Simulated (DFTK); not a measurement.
# Si (P6_3/mmc) in DFTK: notebook, part 2 of 2

DFTK 0.8.2. Earlier steps stand in the parts before.

## (5) Relaxation of cell and atoms, PBE, target pressure 20 GPa, at which the enthalpy is minimised

run.jl

```julia
using DFTK
using PseudoPotentialData
using Unitful, UnitfulAtomic
using LinearAlgebra, Printf
include("save.jl")
disable_threading()

# lattice vectors are the columns
lattice = austrip(1u"Å") * [  3.8313174605  -1.9156587303            0.0;
                      0.0   3.3180182508            0.0;
                      0.0            0.0   6.3326220002]
symbols   = [:Si, :Si, :Si, :Si]
positions = [[0.6666666667, 0.3333333333, 0.9369905],
             [0.3333333333, 0.6666666667, 0.4369905],
             [0.6666666667, 0.3333333333, 0.5630095],
             [0.3333333333, 0.6666666667, 0.0630095]]
pseudopotentials = PseudoFamily("dojo.nc.sr.pbe.v0_4_1.standard.upf")
elements = Dict(s => ElementPsp(s, pseudopotentials) for s in unique(symbols))
atoms    = [elements[s] for s in symbols]

build_model(lattice, positions; symmetries=true) =
    model_DFT(lattice, atoms, positions;
              functionals=PBE(),
              temperature=austrip(0.05u"eV"),
              smearing=Smearing.FermiDirac(),
              kinetic_blowup=BlowupCHV(),
              symmetries)
Ecut  = 21.0  # hartree
kgrid = [6, 6, 3]
tol   = 1e-6
to_GPa = ustrip(uconvert(u"GPa", 1u"hartree/bohr^3"))

model0 = build_model(lattice, positions)
model  = model0
basis0 = PlaneWaveBasis(model; Ecut, kgrid)
display(basis0)
results["steps"] = []
previous = Ref{Any}(nothing)
n = 4
w = 3sqrt(n)  # weight of the strain variables
pressure = 20.0 / to_GPa  # target
unpack(x) = (DFTK.voigt_strain_to_full(x[3n+1:end] / w) * lattice, [lattice \ x[3i-2:3i] for i in 1:n])

function energy_gradient(x)
    cell, pos = unpack(x)
    model = build_model(cell, pos; symmetries=model0.symmetries)
    basis = PlaneWaveBasis(model; Ecut, kgrid, basis0.fft_size)
    ρ0 = isnothing(previous[]) ? guess_density(basis) : previous[].ρ * previous[].basis.dvol / basis.dvol
    scfres = self_consistent_field(basis;
                                   tol,
                                   ρ=ρ0,
                                   nbandsalg=AdaptiveBands(model; n_bands_converge=13),
                                   callback=identity)
    previous[] = scfres
    forces = compute_forces_cart(scfres)
    G = -vcat([lattice' \ (cell' * f) for f in forces]...)
    stress = compute_stresses_cart(scfres)
    σ = (stress + pressure * I) / DFTK.voigt_strain_to_full(x[3n+1:end] / w)'
    G = vcat(G, model.unit_cell_volume * DFTK.full_stress_to_voigt((σ + σ') / 2) / w)
    @printf "step %3d  F = %.8f Ha  max force = %.5f eV/Å  p = %8.4f GPa  V = %.4f Å^3  SCF %d\n" length(results["steps"]) scfres.energies.total ustrip(auconvert(u"eV/Å", maximum(norm, forces))) (-tr(stress) / 3 * to_GPa) ustrip(auconvert(u"Å^3", model.unit_cell_volume)) scfres.n_iter
    push!(results["steps"], Dict("total" => scfres.energies.total, "cell" => rows(eachcol(cell)), "frac" => rows(pos), "forces" => rows(forces), "n_iter" => scfres.n_iter, "stress" => rows(eachrow(stress))))
    scfres.energies.total + pressure * model.unit_cell_volume, G
end

x0 = vcat([lattice * p for p in positions]..., zeros(6))
gtol = 2e-4
function bfgs(x; maxsteps, maxmove=0.3)
    H = Matrix(0.3I, length(x), length(x))  # start Hessian, hartree/bohr^2
    _, g = energy_gradient(x)
    for step in 1:maxsteps
        maximum(abs, g) < gtol && return x, true
        λ, V = eigen(Symmetric(H))
        dx = -V * ((V' * g) ./ abs.(λ))
        dx *= min(1, maxmove / maximum(abs, dx))
        x += dx
        _, gnew = energy_gradient(x)
        dg, Hdx = gnew - g, H * dx
        H += dg * dg' / dot(dg, dx) - Hdx * Hdx' / dot(dx, Hdx)
        g = gnew
    end
    x, maximum(abs, g) < gtol
end
x, relaxed = bfgs(x0; maxsteps=30)
println(relaxed ? "Gradient converged" : "Stopped without reaching the gradient tolerance")
scfres = previous[]
cell, pos = unpack(x)
println("Final lattice vectors (Å)")
display(round.(ustrip.(auconvert.(u"Å", cell')); digits=6))
println("Final reduced positions")
foreach((s, p) -> println(s, "  ", round.(p; digits=6)), symbols, pos)
results["relaxed"] = relaxed
display(scfres.energies)
@printf "Fermi level: %.6f eV\n" ustrip(auconvert(u"eV", something(scfres.εF, NaN)))
forces = compute_forces_cart(scfres)
println("Forces (eV/Å)")
for (s, f) in zip(symbols, forces)
    @printf "%-3s %12.6f %12.6f %12.6f\n" s ustrip.(auconvert.(u"eV/Å", f))...
end
stress = compute_stresses_cart(scfres)
println("Stress (GPa)")
display(round.(stress * to_GPa; digits=4))
println("Levels at the first k-point (eV): ", round.(ustrip.(auconvert.(u"eV", scfres.eigenvalues[1][1:scfres.n_bands_converge])); digits=4))
save_scf!(scfres; forces, stress)
```

Potentials or basis: dojo.nc.sr.pbe.v0_4_1.standard.upf (PBE).

Started as:

```bash
julia --threads=1 run.jl  # save.jl only writes the numbers to a file and isn't shown; printed stress counts tension as positive; times include loading and compiling
```

The program printed:

```text
PlaneWaveBasis discretization:

    Ecut                 : 21.0 Ha
    fft_size             : (32, 32, 54), 55296 total points
    kgrid                : MonkhorstPack([6, 6, 3])
    num.   red. kpoints  : 108
    num. irred. kpoints  : 14

    Discretized Model(gga_x_pbe+gga_c_pbe, 3D):
        lattice (in Bohr)    : [7.24014   , -3.62007  , 0         ]
                               [0         , 6.27015   , 0         ]
                               [0         , 0         , 11.9669   ]
        unit cell volume     : 543.26 Bohr³

        atoms                : Si₄
        pseudopot. family    : PseudoFamily("dojo.nc.sr.pbe.v0_4_1.standard.upf")

        num. electrons       : 16
        spin polarization    : none
        temperature          : 0.0018375 Ha
        smearing             : DFTK.Smearing.FermiDirac()

        terms                : Kinetic(, blowup=BlowupCHV())
                               AtomicLocal()
                               AtomicNonlocal()
                               Ewald(nothing)
                               PspCorrection()
                               Hartree()
                               Xc(gga_x_pbe, gga_c_pbe)
                               Entropy()
step   0  F = -16.92198289 Ha  max force = 0.00950 eV/Å  p =   1.4353 GPa  V = 80.5027 Å^3  SCF 8
step   1  F = -16.91078805 Ha  max force = 0.04174 eV/Å  p =  12.5811 GPa  V = 73.0779 Å^3  SCF 7
step   2  F = -16.89439610 Ha  max force = 0.00731 eV/Å  p =  21.6433 GPa  V = 68.8512 Å^3  SCF 7
step   3  F = -16.89786416 Ha  max force = 0.00992 eV/Å  p =  19.9078 GPa  V = 69.5787 Å^3  SCF 7
step   4  F = -16.89770030 Ha  max force = 0.00807 eV/Å  p =  19.9902 GPa  V = 69.5425 Å^3  SCF 6
step   5  F = -16.89758435 Ha  max force = 0.00196 eV/Å  p =  20.0449 GPa  V = 69.5168 Å^3  SCF 6
step   6  F = -16.89763278 Ha  max force = 0.00041 eV/Å  p =  20.0185 GPa  V = 69.5273 Å^3  SCF 6
Gradient converged
Final lattice vectors (Å)
3×3 Matrix{Float64}:
  3.64603  -0.0       0.0
 -1.82302   3.15755  -0.0
  0.0      -0.0       6.03927
Final reduced positions
Si  [0.666667, 0.333333, 0.936466]
Si  [0.333333, 0.666667, 0.436466]
Si  [0.666667, 0.333333, 0.563534]
Si  [0.333333, 0.666667, 0.063534]
Energy breakdown (in Ha):
    Kinetic             6.5210647
    AtomicLocal         -4.1533822
    AtomicNonlocal      2.3975616
    Ewald               -17.5845382
    PspCorrection       1.2744541
    Hartree             0.9958242
    Xc                  -6.3484988
    Entropy             -0.0001181

    total               -16.897632775679
Fermi level: 6.002858 eV
Forces (eV/Å)
Si     -0.000003     0.000001    -0.000414
Si      0.000003    -0.000001    -0.000414
Si     -0.000003     0.000001     0.000414
Si      0.000003    -0.000001     0.000414
Stress (GPa)
3×3 StaticArraysCore.SMatrix{3, 3, Float64, 9} with indices SOneTo(3)×SOneTo(3):
 -20.0166   -0.0       0.0
  -0.0     -20.0166   -0.0
  -0.0      -0.0     -20.0224
Levels at the first k-point (eV): [-7.3733, -4.7048, -2.1139, 4.238, 4.238, 5.4885, 5.9993, 5.9993, 7.4002, 7.8545, 7.8545, 8.3802, 10.2549]
```

Run time: 3 min. Hardware: 1 thread of Intel Xeon 6975P-C (Granite Rapids), shared host; peak memory 1.7 GiB.

What came out:

```yaml
Free_energy: -459.8080 eV
Relaxed_volume: 17.38 Å³/atom
Relaxed_cell: a = 3.646 Å, b = 3.646 Å, c = 6.039 Å, α = 90.00°, β = 90.00°, γ = 120.00°
Space_group_after_relaxing_to_0.05_Å: P6_3/mmc (No. 194)
Pressure_after_relaxing: 20.0 GPa
Band_gap_on_the_k_mesh: 0.04 eV, indirect (least direct gap 1.40 eV)
```

The path:
```
step  energy change (eV)  largest force (eV/Å)  pressure (GPa)  volume (Å³)
   1              0.0000                0.0095            1.44        80.50
   2              0.3046                0.0417           12.58        73.08
   3              0.7507                0.0073           21.64        68.85
   4              0.6563                0.0099           19.91        69.58
   5              0.6608                0.0081           19.99        69.54
   6              0.6639                0.0020           20.04        69.52
   7              0.6626                0.0004           20.02        69.53
```

Final structure:
```
Si
1.0
     3.64603    0.00000    0.00000
    -1.82301    3.15755    0.00000
     0.00000    0.00000    6.03927
Si
4
Direct
  0.66667 0.33333 0.93647
  0.33333 0.66667 0.43647
  0.66667 0.33333 0.56353
  0.33333 0.66667 0.06353
```

Caveat: an odd mesh through Γ misses points on the zone boundary, where band edges often lie.

## (6) For comparison

An earlier run on the cell as given: functional PBE; potentials or basis dojo.nc.sr.pbe.v0_4_1.standard.upf (PBE); cutoff 653 eV; k mesh 8 × 8 × 4; occupations fermi-dirac, width 0.05 eV; no spin polarisation.

* Pressure: 1.4 GPa
* Largest force: 0.007 eV/Å
* Band gap on the k mesh: 0.42 eV, indirect (least direct gap 1.02 eV)

## (7) Summary

| task | cell | k mesh | cutoff (eV) | kinetic blow-up at the cutoff (BlowupCHV) | most ionic steps | gradient tolerance | gap on the mesh (eV) | pressure (GPa) |
| --- | --- | --- | --- | --- | --- | --- | --- | --- |
| relaxation of cell and atoms | relaxed | 6 × 6 × 3 | 571 | yes | 30 | 0.0002 Ha/bohr | 0.45 | 0.0 |
| relaxation of cell and atoms | relaxed to 5 GPa | 6 × 6 × 3 | 571 | yes | 30 | 0.0002 Ha/bohr | 0.33 | 5.0 |
| relaxation of cell and atoms | relaxed to 10 GPa | 6 × 6 × 3 | 571 | yes | 30 | 0.0002 Ha/bohr | 0.23 | 10.0 |
| relaxation of cell and atoms | relaxed to 20 GPa | 6 × 6 × 3 | 571 | yes | 30 | 0.0002 Ha/bohr | 0.04 | 20.0 |
| single point | as given | 8 × 8 × 4 | 653 | - | - | - | 0.42 | 1.4 |

Alike in all rows: level PBE; potentials or basis dojo.nc.sr.pbe.v0_4_1.standard.upf (PBE); no spin polarisation; smearing fermi-dirac 0.05 eV.

Caveats: an odd mesh through Γ misses points on the zone boundary, where band edges often lie (some runs).

Absolute energies hang on the potentials; compare differences alone.
